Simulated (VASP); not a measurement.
Te2Mo, a slab with vacuum:

```
Te Mo
1.0
     3.50253    0.00000    0.00000
    -1.75126    3.03328    0.00000
     0.00000    0.00000   21.60519
Te Mo
2 1
Direct
  0.33333 0.66667 0.41584
  0.33333 0.66667 0.58416
  0.66667 0.33333 0.50000
```

Program: VASP 6.6.1. Alike in all runs: task band structure; potentials or basis VASP PAW PBE potentials, release 64 (Te, Mo_sv); cell as given; k mesh 12 × 12 × 1; cutoff (eV) 520; smearing gaussian 0.03 eV. Hardware: 1 thread of Intel(R) Xeon(R) Platinum 8488C (Sapphire Rapids) (shared host).

Problem. Order these runs on this cell by their wall time, lowest first.
A. level PBE+D3(BJ); spin off
B. level PBE+D3(BJ); spin SOC, no magnetisation
C. level r2SCAN; spin off

Solution. A (210 s), C (850 s), B (1800 s).
